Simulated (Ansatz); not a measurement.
## ScAl3: energy against volume and a worked fit

The structure is cubic, space group Pm-3m (No. 221). Conventional cell: a = 4.088 Å, b = 4.088 Å, c = 4.088 Å, α = 90.00°, β = 90.00°, γ = 90.00°. Sc (site symmetry m-3m) has 12 Al at 2.89 Å as nearest neighbours. Around Al (site symmetry 4/mmm) lie 4 Sc at 2.89 Å and 8 Al at 2.89 Å.

The cell is a database's computed one, not the measured one.

The cell was scaled at fixed shape and fractions and run with Ansatz, Ansatz PAW, cutoff 420 eV; PBE, k mesh 7 × 7 × 7 on the cell of 4 atoms, fermi-dirac occupations of 0.05 eV, no spin polarisation, no spin-orbit coupling. Energies are those that the program minimises, any entropy of the smearing included. For a metal such a mesh isn't converged to the digits shown.

```tsv
V (Å³/atom)	energy over the lowest row (meV/atom)
16.0524	27.19
16.3939	13.65
16.7354	4.89
17.0770	0.48
17.4185	0.00
17.7601	?
18.1016	9.33
```

Question: Fit the third-order Birch-Murnaghan form, give V0, B0 and B′, and predict the energy left open.

Answer: With y = (V0/V)^(2/3), E = E0 + (9 V0 B0/16) [(y - 1)³ B′ + (y - 1)² (6 - 4y)]. Least squares through the rows shown give V0 = 17.2913 Å³/atom, E0 = -0.26 meV, B0 = 87.41 GPa (1 eV/Å³ = 160.218 GPa) and B′ = 4.07, with a largest miss of 0.01 meV. At V = 17.7601 the form with these constants gives 3.05 meV; the run gave 3.06 meV an atom. Measured volume: 17.27 Å³/atom at 300 K (pmc:8067998, doi:10.3390/ma14081837), so the fit lies +0.1 % from it. Measured modulus: 91.5 GPa at 298 K (pmc:8067998, doi:10.3390/ma14081837), so the fit lies -4.5 % from it. The runs are for a static lattice.
